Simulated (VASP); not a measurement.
# SrO in VASP 6.6.1, single-point calculation

INCAR

```
LWAVE = .FALSE.
LREAL = Auto
NSW = 0
ISIF = 2
SIGMA = 0.02
ISMEAR = -1
LASPH = .TRUE.
PREC = Accurate
EDIFF = 1E-7
GGA = PE
NBANDS = 24
LCHARG = .FALSE.
NELM = 120
IBRION = -1
ENCUT = 520
```

KPOINTS

```
KPOINTS created by Atomic Simulation Environment
0
Gamma
12 12 4
0 0 0
```

POSCAR

```
Sr O
 1.0000000000000000
     3.3452961791594586    0.0000000000000000    0.0000000000000000
    -1.6726480895797293    2.8971114743351096    0.0000000000000000
     0.0000000000000000    0.0000000000000000    5.8550873731999999
 Sr  O
   2   2
Cartesian
 -0.0000000000000001  1.9314076495567403  1.4637718433000002
  1.6726480895797298  0.9657038247783698  4.3913155299000008
  0.0000000000000000  0.0000000000000000  0.0000000000000000
  0.0000000000000000  0.0000000000000000  2.9275436866000004
```

The recommended PBE PAW datasets give the neutral cell 32 valence electrons.

Command

```
mpirun -np 1 vasp_std
```

How does this run end, and what does it give?

It converged. Results: gap between bands v and c on the k mesh 3.04 eV; least direct gap on the k mesh 3.29 eV; pressure 26.1 GPa. Band v is the last that the valence electrons fill when counted band by band, and c is the next.

OSZICAR

```
N       E                     dE             d eps       ncg     rms          rms(c)
DAV:   1     0.173720837187E+03    0.17372E+03   -0.16804E+04  2736   0.131E+03
DAV:   2    -0.181630291329E+02   -0.19188E+03   -0.18194E+03  3896   0.294E+02
DAV:   3    -0.274491151899E+02   -0.92861E+01   -0.92214E+01  4192   0.569E+01
DAV:   4    -0.276938759546E+02   -0.24476E+00   -0.24471E+00  3504   0.704E+00
DAV:   5    -0.276958841776E+02   -0.20082E-02   -0.20082E-02  3864   0.709E-01    0.332E+01
DAV:   6    -0.229546420460E+02    0.47412E+01   -0.18324E+01  2912   0.270E+01    0.371E+01
DAV:   7    -0.229371870908E+02    0.17455E-01   -0.15005E+00  3960   0.666E+00    0.250E+01
DAV:   8    -0.228951292770E+02    0.42058E-01   -0.62217E-01  2792   0.523E+00    0.353E+00
DAV:   9    -0.228664950111E+02    0.28634E-01   -0.11829E-01  3480   0.236E+00    0.660E-01
DAV:  10    -0.228687595751E+02   -0.22646E-02   -0.11230E-02  3560   0.638E-01    0.266E-01
DAV:  11    -0.228690251614E+02   -0.26559E-03   -0.12724E-03  3344   0.220E-01    0.100E-01
DAV:  12    -0.228690788777E+02   -0.53716E-04   -0.10836E-04  3120   0.711E-02    0.493E-02
DAV:  13    -0.228690730064E+02    0.58713E-05   -0.16191E-05  3640   0.257E-02    0.227E-02
DAV:  14    -0.228690733657E+02   -0.35932E-06   -0.25387E-06  3520   0.105E-02    0.506E-03
DAV:  15    -0.228690733408E+02    0.24949E-07   -0.18208E-07  3016   0.249E-03
   1 F= -.22869073E+02 E0= -.22869073E+02  d E =-.123695E-10
```

For comparison, a separate PBE run of the intended cell, on usual settings and not on those above, gives a gap of 3.04 eV on its mesh and a pressure of 26.1 GPa.
